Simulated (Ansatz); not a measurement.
Predict the output of the script below (the Ansatz DFT code, driven from Python).

Contents of `POSCAR`:
```text
LiF
1.0
   3.06093982    0.00000000    0.00000000
  -1.53046991    2.65085164    0.00000000
   0.00000000    0.00000000    4.80732457
Li F
2 2
Direct
   0.33333333    0.66666667    0.38115426
   0.66666667    0.33333333    0.88115426
   0.33333333    0.66666667    0.99384374
   0.66666667    0.33333333    0.49384374
```

Script `lattice_lif.py`:
```python
import ansatz as az
from ase.io import read
import numpy as np

MESH = (6, 6, 4)
SMEARING = "Fixed"

def edges_and_angles(cell):
    cell = np.asarray(cell)
    a, b, c = np.linalg.norm(cell, axis=1)
    cosines = cell[1] @ cell[2] / (b * c), cell[0] @ cell[2] / (a * c), cell[0] @ cell[1] / (a * b)
    return (a, b, c, *np.degrees(np.arccos(cosines)))


def main() -> None:
    atoms = read("POSCAR", format="vasp")
    structure = az.Crystal.from_ase(atoms)

    base = structure.calculation()
    base = base.kpoints(*MESH)
    base = base.occupations(SMEARING)
    base = base.relax(cell=True)

    levels = [("r2scan", "d4"), ("lda", "none"), ("r2scan", "none")]
    print("level            a       b       c    alpha   beta  gamma  V/atom  steps")
    for name, dispersion in levels:
        seen = []
        run = base.functional(name, dispersion=dispersion).session().plan()
        done = run.execute(on_event=lambda e: seen.append(e) if e["event"] == "relax_step" else None)
        cell = done.lattice.cell_ang
        label = name if dispersion == "none" else f"{name}+{dispersion}"
        print("{:13s} {:7.4f} {:7.4f} {:7.4f} {:6.2f} {:6.2f} {:6.2f}".format(label, *edges_and_angles(cell)), f"{abs(np.linalg.det(cell)) / len(done.lattice.sites):7.3f} {len(seen):5d}")


if __name__ == "__main__":
    main()
```

`python lattice_lif.py` gives:
```text
level            a       b       c    alpha   beta  gamma  V/atom  steps
DeckWarning: basis.ecutwfc = 500 eV, auto-derived from the records' recommended cutoffs: set by Li (their level for a meta-GGA)
r2scan+d4      3.0755  3.0755  4.7764  90.00  90.00 120.00   9.781     4
DeckWarning: basis.ecutwfc = 420 eV, auto-derived from the records' recommended cutoffs: set by Li (normal level)
lda            3.0293  3.0293  4.6594  90.00  90.00 120.00   9.257    10
r2scan         3.0808  3.0808  4.7922  90.00  90.00 120.00   9.848     5
```
(Warnings from the package without file and line.)

From smallest to largest: LDA (9.26 Å³ an atom, -5.1 % against the start), r2SCAN+D4 (9.78 Å³ an atom, +0.3 % against the start) and r2SCAN (9.85 Å³ an atom, +1.0 % against the start). The spread is 6.4 % in volume.

The structure comes from a database of computed cells and needn't be a stable or known phase. Wall time of the script: 33 s on 1 thread of Arm Neoverse V1, on a shared host, peak memory 0.52 GiB.

(Lines on the test bed's own set-up are left out of the output.)
